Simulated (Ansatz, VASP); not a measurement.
**Si2Ni in VASP and in Ansatz**

INCAR

```
SYSTEM = Si2Ni
PREC = Accurate
ENCUT = 520
EDIFF = 1E-8
ISMEAR = -1
SIGMA = 0.025
LREAL = .False.
LASPH = .True.
NELM = 150
ALGO = Normal
ISIF = 2
LWAVE = .False.
LCHARG = .False.
ISPIN = 2
MAGMOM = 1 0 0
LORBIT = 11
LMAXMIX = 4
LDAU = .True.
LDAUTYPE = 2
LDAUL = 2 -1
LDAUU = 3 0
LDAUJ = 0 0
LDAUPRINT = 1
GGA = RE
LEFG = .True.
NBANDS = 20
```

The input KPOINTS:

```
regular mesh
0
Gamma
  9 9 9
  0 0 0
```

The input POSCAR:

```
Si2Ni
1.0
    0.0000000000      2.7030000000      2.7030000000
    2.7030000000      0.0000000000      2.7030000000
    2.7030000000      2.7030000000      0.0000000000
Ni Si
1 2
Direct
    0.0000000000      0.0000000000      0.0000000000
    0.7500000000      0.7500000000      0.7500000000
    0.2500000000      0.2500000000      0.2500000000
```

Contents of input.yaml:

```yaml
crystal:
  lattice:
    - [0.0, 2.703, 2.703]
    - [2.703, 0.0, 2.703]
    - [2.703, 2.703, 0.0]
  atoms:
    - { symbol: Ni, position: [0.0, 0.0, 0.0], spin: 1.0 }
    - { symbol: Si, position: [0.75, 0.75, 0.75] }
    - { symbol: Si, position: [0.25, 0.25, 0.25] }
hamiltonian:
  xc: revpbe
  pseudopotentials: { kind: paw }
  hubbard:
    sites: [{ species: Ni, l: d, u_eff: 3.0 }]
    projectors: atomic
    double_counting: fll
magnetization:
  spin_polarized: true
kpoints:
  mp_grid: { grid: [9, 9, 9] }
scf:
  occupations: { method: fermi_dirac, width: 0.025 }
output:
  forces: true
  stress: true
  eigenvalues: true
  efg: {}
```

Alike in both runs: task electric field gradients; functional revPBE; k mesh 9 × 9 × 9; occupations fermi-dirac, width 0.025 eV; collinear spin; Hubbard terms Ni d U = 3.0 eV.

|  | VASP | Ansatz |
| --- | --- | --- |
| version | VASP 6.6.1 | Ansatz 0.2.0 |
| potentials or method | VASP PAW PBE potentials, release 64 (Ni, Si) | Ansatz PAW |
| plane-wave cutoff (eV) | 520 | 420 |
| valence electrons in the cell | 18 | 26 |

Ansatz gave:

| Item | Value |
| --- | --- |
| gap on the k mesh at the Fermi level (eV) | none |
| pressure (GPa) | 5.0 |
| net moment per atom (μB) | 0.00 |
| Vzz of the field gradient on the site that differs most (V/Å²) | 0.0 |

**Question.** Which values does VASP return?

**Answer.** gap on the k mesh at the Fermi level (eV): none; pressure (GPa): 2.9; net moment per atom (μB): 0.00; Vzz of the field gradient on the site that differs most (V/Å²): 0.0.

The programs project onto different local orbitals, so the same U acts differently. A gap of «none» marks a metal or a gap that the smearing closes. The two sets of potentials don't hold the same shells in valence.

Caveats: the U is typed as a test and isn't derived for this compound; the PAW data sets were made with another functional, which shifts forces and pressure a little (VASP); the magnetic or orbital state may not be the lowest (Ansatz); the PAW data sets come from PBE, with cores solved anew for the run's functional, which leaves a small shift of forces and pressure (Ansatz); the starting moments weren't kept (Ansatz). The state reached can hang on the start; a lower one may exist.
